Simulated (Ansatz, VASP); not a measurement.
## Al35N36 (V_Al) in two plane-wave programs

Wanted: the spread between two codes on one cell, functional and k mesh. Of the first pair: The structure shown is the start of the Ansatz relaxation below; VASP solves that cell, so the two are compared at the walk's first step.

Main program and level: Ansatz 0.2.0; plane waves, with VASP 6.6.1 beside it; single point at r2SCAN.

**1. The structure**

The cell holds 71 atoms: 35 Al and 36 N. Cell: a = 9.320 Å, b = 9.320 Å, c = 9.956 Å, α = 90.0°, β = 90.0°, γ = 120.0°. It derives from AlN (AlN (P6_3mc)). Nearest the centre at fractional (0.444, 0.556, 0.500): N56 at 1.87 Å, N40 at 1.93 Å, N52 at 1.93 Å, N55 at 1.94 Å, Al7 at 3.04 Å, Al18 at 3.06 Å, Al5 at 3.07 Å, Al22 at 3.07 Å. The cell carries charge −2.

Structure file:

```
Al N
1.0
     9.31957    0.00000    0.00000
    -4.65978    8.07098    0.00000
     0.00000    0.00000    9.95648
Al N
35 36
Direct
  0.22037 0.11290 0.25367
  0.11214 0.22790 0.50070
  0.22441 0.11406 0.75397
  0.11625 0.22180 0.99944
  0.22590 0.44240 0.24784
  0.11129 0.55628 0.49462
  0.22588 0.44234 0.74791
  0.11189 0.56126 0.99937
  0.21803 0.77464 0.25317
  0.11222 0.89390 0.50225
  0.22140 0.78119 0.74614
  0.10870 0.89090 0.99609
  0.55044 0.11053 0.25174
  0.44997 0.22603 0.50165
  0.56016 0.11218 0.74644
  0.44151 0.21840 0.00344
  0.56066 0.44418 0.25068
  0.55704 0.45025 0.75076
  0.44933 0.55981 0.00219
  0.55508 0.77743 0.24460
  0.44961 0.88902 0.49804
  0.55063 0.77855 0.74993
  0.44424 0.88343 0.99976
  0.89352 0.11673 0.24835
  0.77703 0.22705 0.50065
  0.88970 0.10819 0.74572
  0.77181 0.22009 0.00068
  0.88964 0.44999 0.25081
  0.77945 0.55244 0.50271
  0.88501 0.44291 0.74570
  0.77618 0.55465 0.00445
  0.88419 0.77886 0.25022
  0.77384 0.89087 0.50077
  0.88880 0.78235 0.74704
  0.78310 0.88901 0.00058
  0.21954 0.11461 0.44026
  0.11101 0.22074 0.19524
  0.22136 0.11598 0.94074
  0.11191 0.22592 0.68649
  0.21741 0.43911 0.43882
  0.11493 0.56002 0.19355
  0.22804 0.44634 0.93896
  0.11197 0.55721 0.68556
  0.22312 0.77361 0.44285
  0.11141 0.88791 0.18550
  0.21811 0.77881 0.94280
  0.10663 0.88461 0.68751
  0.55334 0.10704 0.44418
  0.44919 0.22133 0.19143
  0.55108 0.10541 0.94163
  0.44690 0.22187 0.68603
  0.55689 0.44103 0.43732
  0.44611 0.56130 0.18889
  0.55522 0.44658 0.93587
  0.44604 0.55973 0.69408
  0.55074 0.77706 0.44313
  0.44040 0.88336 0.19232
  0.55604 0.78015 0.94499
  0.44817 0.88880 0.69397
  0.88431 0.11149 0.43812
  0.77764 0.21679 0.19028
  0.89169 0.11243 0.93592
  0.77942 0.21852 0.69276
  0.88723 0.44767 0.44340
  0.77278 0.55542 0.18841
  0.88676 0.44698 0.94370
  0.77172 0.55366 0.69051
  0.89388 0.78084 0.43747
  0.78098 0.89093 0.19468
  0.89402 0.78311 0.93929
  0.77542 0.88757 0.69504
```

**2. Ansatz: relaxation, r2SCAN**

Ansatz runs on its PAW soft_1 files.

The two programs are compared at the cell with which this relaxation starts, whose forces are those of its first step.

File input.yaml:

```yaml
crystal:
  lattice:
    - [9.31956554, 9.0e-08, 0.0]
    - [-4.65978284, 8.07098046, 0.0]
    - [0.0, 0.0, 9.95647772]
  atoms:
    - { symbol: Al, position: [0.22222222, 0.11111111, 0.24960167] }
    - { symbol: Al, position: [0.11111111, 0.22222222, 0.49960167] }
    - { symbol: "N", position: [0.22222222, 0.11111111, 0.44039833] }
    - { symbol: "N", position: [0.11111111, 0.22222222, 0.19039833] }
    - { symbol: Al, position: [0.22222222, 0.11111111, 0.74960167] }
    - { symbol: Al, position: [0.11111111, 0.22222222, 0.99960167] }
    - { symbol: "N", position: [0.22222222, 0.11111111, 0.94039833] }
    - { symbol: "N", position: [0.11111111, 0.22222222, 0.69039833] }
    - { symbol: Al, position: [0.22222222, 0.44444444, 0.24960167] }
    - { symbol: Al, position: [0.11111111, 0.55555556, 0.49960167] }
    - { symbol: "N", position: [0.22222222, 0.44444444, 0.44039833] }
    - { symbol: "N", position: [0.11111111, 0.55555556, 0.19039833] }
    - { symbol: Al, position: [0.22222222, 0.44444444, 0.74960167] }
    - { symbol: Al, position: [0.11111111, 0.55555556, 0.99960167] }
    - { symbol: "N", position: [0.22222222, 0.44444444, 0.94039833] }
    - { symbol: "N", position: [0.11111111, 0.55555556, 0.69039833] }
    - { symbol: Al, position: [0.22222222, 0.77777778, 0.24960167] }
    - { symbol: Al, position: [0.11111111, 0.88888889, 0.49960167] }
    - { symbol: "N", position: [0.22222222, 0.77777778, 0.44039833] }
    - { symbol: "N", position: [0.11111111, 0.88888889, 0.19039833] }
    - { symbol: Al, position: [0.22222222, 0.77777778, 0.74960167] }
    - { symbol: Al, position: [0.11111111, 0.88888889, 0.99960167] }
    - { symbol: "N", position: [0.22222222, 0.77777778, 0.94039833] }
    - { symbol: "N", position: [0.11111111, 0.88888889, 0.69039833] }
    - { symbol: Al, position: [0.55555556, 0.11111111, 0.24960167] }
    - { symbol: Al, position: [0.44444444, 0.22222222, 0.49960167] }
    - { symbol: "N", position: [0.55555556, 0.11111111, 0.44039833] }
    - { symbol: "N", position: [0.44444444, 0.22222222, 0.19039833] }
    - { symbol: Al, position: [0.55555556, 0.11111111, 0.74960167] }
    - { symbol: Al, position: [0.44444444, 0.22222222, 0.99960167] }
    - { symbol: "N", position: [0.55555556, 0.11111111, 0.94039833] }
    - { symbol: "N", position: [0.44444444, 0.22222222, 0.69039833] }
    - { symbol: Al, position: [0.55555556, 0.44444444, 0.24960167] }
    - { symbol: "N", position: [0.55555556, 0.44444444, 0.44039833] }
    - { symbol: "N", position: [0.44444444, 0.55555556, 0.19039833] }
    - { symbol: Al, position: [0.55555556, 0.44444444, 0.74960167] }
    - { symbol: Al, position: [0.44444444, 0.55555556, 0.99960167] }
    - { symbol: "N", position: [0.55555556, 0.44444444, 0.94039833] }
    - { symbol: "N", position: [0.44444444, 0.55555556, 0.69039833] }
    - { symbol: Al, position: [0.55555556, 0.77777778, 0.24960167] }
    - { symbol: Al, position: [0.44444444, 0.88888889, 0.49960167] }
    - { symbol: "N", position: [0.55555556, 0.77777778, 0.44039833] }
    - { symbol: "N", position: [0.44444444, 0.88888889, 0.19039833] }
    - { symbol: Al, position: [0.55555556, 0.77777778, 0.74960167] }
    - { symbol: Al, position: [0.44444444, 0.88888889, 0.99960167] }
    - { symbol: "N", position: [0.55555556, 0.77777778, 0.94039833] }
    - { symbol: "N", position: [0.44444444, 0.88888889, 0.69039833] }
    - { symbol: Al, position: [0.88888889, 0.11111111, 0.24960167] }
    - { symbol: Al, position: [0.77777778, 0.22222222, 0.49960167] }
    - { symbol: "N", position: [0.88888889, 0.11111111, 0.44039833] }
    - { symbol: "N", position: [0.77777778, 0.22222222, 0.19039833] }
    - { symbol: Al, position: [0.88888889, 0.11111111, 0.74960167] }
    - { symbol: Al, position: [0.77777778, 0.22222222, 0.99960167] }
    - { symbol: "N", position: [0.88888889, 0.11111111, 0.94039833] }
    - { symbol: "N", position: [0.77777778, 0.22222222, 0.69039833] }
    - { symbol: Al, position: [0.88888889, 0.44444444, 0.24960167] }
    - { symbol: Al, position: [0.77777778, 0.55555556, 0.49960167] }
    - { symbol: "N", position: [0.88888889, 0.44444444, 0.44039833] }
    - { symbol: "N", position: [0.77777778, 0.55555556, 0.19039833] }
    - { symbol: Al, position: [0.88888889, 0.44444444, 0.74960167] }
    - { symbol: Al, position: [0.77777778, 0.55555556, 0.99960167] }
    - { symbol: "N", position: [0.88888889, 0.44444444, 0.94039833] }
    - { symbol: "N", position: [0.77777778, 0.55555556, 0.69039833] }
    - { symbol: Al, position: [0.88888889, 0.77777778, 0.24960167] }
    - { symbol: Al, position: [0.77777778, 0.88888889, 0.49960167] }
    - { symbol: "N", position: [0.88888889, 0.77777778, 0.44039833] }
    - { symbol: "N", position: [0.77777778, 0.88888889, 0.19039833] }
    - { symbol: Al, position: [0.88888889, 0.77777778, 0.74960167] }
    - { symbol: Al, position: [0.77777778, 0.88888889, 0.99960167] }
    - { symbol: "N", position: [0.88888889, 0.77777778, 0.94039833] }
    - { symbol: "N", position: [0.77777778, 0.88888889, 0.69039833] }
  host:
    repeats: [3, 3, 2]
    atoms:
      - { symbol: Al, position: [0.66666667, 0.33333333, 0.49920333] }
      - { symbol: Al, position: [0.33333333, 0.66666667, 0.99920333] }
      - { symbol: "N", position: [0.66666667, 0.33333333, 0.88079667] }
      - { symbol: "N", position: [0.33333333, 0.66666667, 0.38079667] }
total_charge: -2
basis:
  ecutwfc: 500
  xc_grid: 2
hamiltonian:
  xc: r2scan
  pseudopotentials: { kind: paw, azcp: { folder: soft_1 } }
kpoints:
  mp_grid: { grid: [1, 1, 1], shift: [0.25, 0.25, 0.25] }
magnetization:
  spin_polarized: true
  initial_magnetization: 1
  spin_locking: { lock_magnetization: hard }
scf:
  occupations: { method: fixed }
  max_iter: 100
output:
  forces: true
  charged_corrections:
    epsilon: [4.49, 4.49, 4.72]
    static_epsilon: [8.15, 8.15, 9.65]
    defect_position: [0.444444, 0.555556, 0.499602]
relax:
  f_tol: 0.02
  max_steps: 80
  random_displacement: { amplitude: 0.05, seed: 5763 }
checkpoint:
  write: "../qm2_M1.relax.run"
  compress: false
  write_wavefunctions: true
  write_every: 100000
```

Launch:

```console
$ ansatz run input.yaml --threads 4 --pin off --max-ram 15073MiB --backend cpu --events-out ev --progress --plain --runs-dir out
```

Numbers of over 12 decimals in the logs are rounded to 6 here.

Output:

```text
Warning: This run holds its total moment fixed (magnetization.spin_locking.lock_magnetization: hard) and mixes its density by anderson or broyden (scf.mixing.algorithm, typed or taken by auto). Slabs with a fixed moment have converged under broyden above another state at the same moment, at the default mixing steps and at smaller ones, and under scf.lower_state_search: standard, light or off a state that such a mixer [...]
Engine: ansatz 0.2.0, aarch64-unknown-linux-gnu
Pseudopotentials: kind: paw
Pseudopotential: Al, paw, valence charge 3, recommended cutoff 500 eV (meta_gga), soft_1/Al.paw.azcp
Pseudopotential: N, paw, valence charge 5, recommended cutoff 500 eV (meta_gga), soft_1/N.paw.azcp
Functional definition: r2SCAN
  parameter k0 = 0.174
  parameter k1 = 0.065
  parameter a1 = 4.9479
  exchange = r2scan_x(k0 = k0, k1 = k1, a1 = a1)
  correlation = r2scan_c
Crystal: 71 atoms, lattice volume = 748.907 Å³
Basis set: ecut = 500 eV, 18913 PW (Γ), exchange–correlation on 144×144×150 points (8 copies of the dense FFT grid, shifted against one another)
Bands: 215, of which v1, the nominal top of the filled ones, is band 144 counted from 1 (143 counted from 0)
Symmetry: 1 space group operations
k-points: 1
Non-local potential: Al, projectors of the file, l = 0: 2, l = 1: 2, l = 2: 1
Non-local potential: N, projectors of the file, l = 0: 2, l = 1: 2, l = 2: 1
PAW form: soft (Blöchl's): semilocal exchange-correlation on the pseudo side does not see the compensation charge
PAW frozen core: Al, regenerated for the run's functional (the file was generated under x = pbe(κ = 0.804, μ = 0.219515), c = pbe(β = 0.066725))
PAW frozen core: N, regenerated for the run's functional (the file was generated under x = pbe(κ = 0.804, μ = 0.219515), c = pbe(β = 0.066725))
PAW one-centre angular grid: Al, 302 points (default); XC on 160 Gauss nodes
PAW one-centre angular grid: N, 302 points (default); XC on 160 Gauss nodes
Initial density: superposition of atomic densities (chi_scale 0.1, normalization cell, long waves kept (reshape's long-wave potential 0.16 eV rms))
Starting moments: Σ|m| = 1 μB on 71 of 71 sites
Initial wavefunctions: pseudopotential atomic-orbital guess
Functional: x = r2scan, c = r2scan; τ floored in thin density (d = 2e-4 eV/Å³)
SCF iter   1: F=—  HF=-32887.934847 eV  |F-HF|=—  |Δ(HF+E_count)|=         —  Δρ=6.35e-2 (↑6.35e-2 ↓6.34e-2)  dr2=1.48e2  dr2_τ=4.55e0  dr2_m=2.77e-1  M=1.000 μB ∫|m|=1.014 μB  β_m=1.20  ethr=3.10e-3  ⟨swp⟩=5.0  Hψ=1408  notcnv=0  defer=132
preconditioner: auto → Resta (q_TF=auto, 2.325 Å⁻¹)  ε∞=3.3  [insulator: Δε(μ)=0.123 eV  Ē_g=15.064 eV  n_scr=156 (ndim 8)  ℏωp=23.0 eV  f_vac=0.000  ε∞_Penn≈3.3]
spin=Collinear: Resta preconditioning applied to the charge; magnetization (m = ρ↑ − ρ↓) channel mixes plain (no charge-response kernel on spin).
SCF iter   2: F=—  HF=-32860.060754 eV  |F-HF|=—  |Δ(HF+E_count)|=    2.79e1  Δρ=3.35e-2 (↑3.34e-2 ↓3.35e-2)  dr2=4.08e1  dr2_τ=3.35e-1  dr2_m=8.56e-3  M=1.000 μB ∫|m|=1.140 μB  β_m=1.20  ethr=3.10e-3  ⟨swp⟩=3.0  Hψ=748  notcnv=0  defer=137  κ⁻¹=1.0e0(r=1)
SCF iter   3: F=—  HF=-32856.789176 eV  |F-HF|=—  |Δ(HF+E_count)|=    3.27e0  Δρ=1.88e-2 (↑1.73e-2 ↓1.88e-2)  dr2=6.13e0  dr2_τ=7.46e-2  dr2_m=1.13e-1  M=1.000 μB ∫|m|=1.281 μB  β_m=1.20  ethr=3.10e-3  ⟨swp⟩=2.5  Hψ=674  notcnv=0  defer=138  κ⁻¹=7.6e-2(r=2)
SCF iter   4: F=—  HF=-32857.479055 eV  |F-HF|=—  |Δ(HF+E_count)|=   6.90e-1  Δρ=1.55e-2 (↑1.24e-2 ↓1.55e-2)  dr2=4.07e0  dr2_τ=4.17e-2  dr2_m=1.08e-1  M=1.000 μB ∫|m|=1.272 μB  β_m=1.20  ethr=2.13e-3  ⟨swp⟩=2.0  Hψ=599  notcnv=0  defer=138  κ⁻¹=1.0e-2(r=3)
SCF iter   5: F=—  HF=-32857.344061 eV  |F-HF|=—  |Δ(HF+E_count)|=   1.35e-1  Δρ=9.12e-3 (↑8.72e-3 ↓9.12e-3)  dr2=1.58e0  dr2_τ=2.42e-2  dr2_m=3.38e-2  M=1.000 μB ∫|m|=1.197 μB  β_m=1.20  ethr=1.42e-3  ⟨swp⟩=2.0  Hψ=527  notcnv=0  defer=139  κ⁻¹=8.9e-3(r=4)
SCF iter   6: F=—  HF=-32857.558032 eV  |F-HF|=—  |Δ(HF+E_count)|=   2.14e-1  Δρ=1.30e-2 (↑5.11e-3 ↓1.30e-2)  dr2=2.18e0  dr2_τ=3.93e-2  dr2_m=2.68e-1  M=1.000 μB ∫|m|=1.281 μB  β_m=1.20  ethr=5.52e-4  ⟨swp⟩=2.0  Hψ=671  notcnv=0  defer=139  κ⁻¹=2.5e-3(r=5)
SCF iter   7: F=—  HF=-32857.646135 eV  |F-HF|=—  |Δ(HF+E_count)|=   8.81e-2  Δρ=1.03e-2 (↑2.66e-3 ↓1.03e-2)  dr2=1.44e0  dr2_τ=2.13e-2  dr2_m=1.70e-1  M=1.000 μB ∫|m|=1.244 μB  β_m=1.20  ethr=5.52e-4  ⟨swp⟩=2.0  Hψ=527  notcnv=0  defer=139  κ⁻¹=1.5e-3(r=6)
[...]
k-point 0 ↓: bands = [... 140 lower, 7.0114, 7.5730, 7.8691, 8.1731, 12.5958, 12.6697, 12.7787, 12.8384, ... 67 higher]
--- Relaxed structure (8 steps of the walk, 8 accepted, 0 SCFs on fresh bases) ---
  F+E_penalty+E_count = -32860.72105660 eV   max|allowed force component| = 1.250e-2 eV/Å
  atoms:
    - { symbol: Al, position: [0.222096, 0.112252, 0.250358] }
    - { symbol: Al, position: [0.113231, 0.227405, 0.499252] }
    - { symbol: N, position: [0.221058, 0.110969, 0.440791] }
    - { symbol: N, position: [0.110828, 0.221016, 0.189113] }
    - { symbol: Al, position: [0.222143, 0.112606, 0.749803] }
    - { symbol: Al, position: [0.110634, 0.223132, 1.000208] }
    - { symbol: N, position: [0.222002, 0.111568, 0.940354] }
    - { symbol: N, position: [0.110879, 0.221893, 0.691120] }
    - { symbol: Al, position: [0.224317, 0.446195, 0.252556] }
    - { symbol: Al, position: [0.115347, 0.555352, 0.499244] }
    - { symbol: N, position: [0.201762, 0.434743, 0.433804] }
    - { symbol: N, position: [0.110829, 0.557382, 0.189125] }
    - { symbol: Al, position: [0.226032, 0.446687, 0.747536] }
    - { symbol: Al, position: [0.110942, 0.555747, 1.000104] }
    - { symbol: N, position: [0.216810, 0.442662, 0.941523] }
    - { symbol: N, position: [0.110996, 0.556359, 0.690785] }
    - { symbol: Al, position: [0.222505, 0.778119, 0.250553] }
    - { symbol: Al, position: [0.110956, 0.889719, 0.500028] }
    - { symbol: N, position: [0.221235, 0.779408, 0.440832] }
    - { symbol: N, position: [0.111253, 0.889382, 0.190598] }
    - { symbol: Al, position: [0.222737, 0.777925, 0.749107] }
    - { symbol: Al, position: [0.111169, 0.889471, 1.000173] }
    - { symbol: N, position: [0.221893, 0.778803, 0.939898] }
    - { symbol: N, position: [0.111211, 0.889447, 0.691003] }
    - { symbol: Al, position: [0.554695, 0.110713, 0.251967] }
    - { symbol: Al, position: [0.441640, 0.222225, 0.501685] }
    - { symbol: N, position: [0.554120, 0.112733, 0.441882] }
    - { symbol: N, position: [0.443626, 0.221021, 0.189604] }
    - { symbol: Al, position: [0.555423, 0.111018, 0.749146] }
    - { symbol: Al, position: [0.444881, 0.222194, 1.000222] }
    - { symbol: N, position: [0.555916, 0.111958, 0.940041] }
    - { symbol: N, position: [0.444290, 0.221926, 0.691643] }
    - { symbol: Al, position: [0.553994, 0.446657, 0.246683] }
    - { symbol: N, position: [0.567777, 0.432842, 0.432448] }
    - { symbol: N, position: [0.444412, 0.556251, 0.184520] }
    - { symbol: Al, position: [0.554288, 0.446401, 0.750170] }
    - { symbol: Al, position: [0.444276, 0.556420, 0.989543] }
    - { symbol: N, position: [0.558346, 0.442315, 0.943165] }
    - { symbol: N, position: [0.445461, 0.555229, 0.716854] }
    - { symbol: Al, position: [0.554444, 0.776343, 0.252585] }
    - { symbol: Al, position: [0.445332, 0.885280, 0.499232] }
    - { symbol: N, position: [0.565941, 0.798890, 0.433809] }
    - { symbol: N, position: [0.443242, 0.889788, 0.189151] }
    - { symbol: Al, position: [0.553994, 0.774650, 0.747532] }
    - { symbol: Al, position: [0.444929, 0.889726, 1.000120] }
    - { symbol: N, position: [0.557997, 0.783848, 0.941542] }
    - { symbol: N, position: [0.444291, 0.889653, 0.690798] }
    - { symbol: Al, position: [0.889508, 0.111171, 0.252596] }
[...]
- { symbol: Al, position: [0.889923, 0.445949, 0.251936] }
    - { symbol: Al, position: [0.778415, 0.559029, 0.501652] }
    - { symbol: N, position: [0.887924, 0.446574, 0.441820] }
    - { symbol: N, position: [0.779644, 0.557051, 0.189614] }
    - { symbol: Al, position: [0.889641, 0.445263, 0.749157] }
    - { symbol: Al, position: [0.778455, 0.555792, 1.000231] }
    - { symbol: N, position: [0.888687, 0.444758, 0.940058] }
    - { symbol: N, position: [0.778742, 0.556406, 0.691635] }
    - { symbol: Al, position: [0.888390, 0.778581, 0.250364] }
    - { symbol: Al, position: [0.773249, 0.887465, 0.499259] }
    - { symbol: N, position: [0.889693, 0.779627, 0.440801] }
    - { symbol: N, position: [0.779589, 0.889831, 0.189120] }
    - { symbol: Al, position: [0.888068, 0.778553, 0.749784] }
    - { symbol: Al, position: [0.777530, 0.890056, 1.000197] }
    - { symbol: N, position: [0.889069, 0.778633, 0.940348] }
    - { symbol: N, position: [0.778801, 0.889869, 0.691140] }
```

The column dr2 measures how far the density is from self-consistency, as an energy; F and HF (Harris–Foulkes) agree once it is small.

[end of part 1 of 3]

[Lines on the potential files, build, host, timing and source positions are cut from VASP's logs without a mark.]

[Logs are printed without paths, hosts, clocks, repeated set-up lines and the standing remarks that a program may print on its own settings, such as how far it seeks lower states.]

[Hosts, paths, dates, database ids (printed as entryN), source tags and the programs' standing remarks are cut or masked in the printed files.]
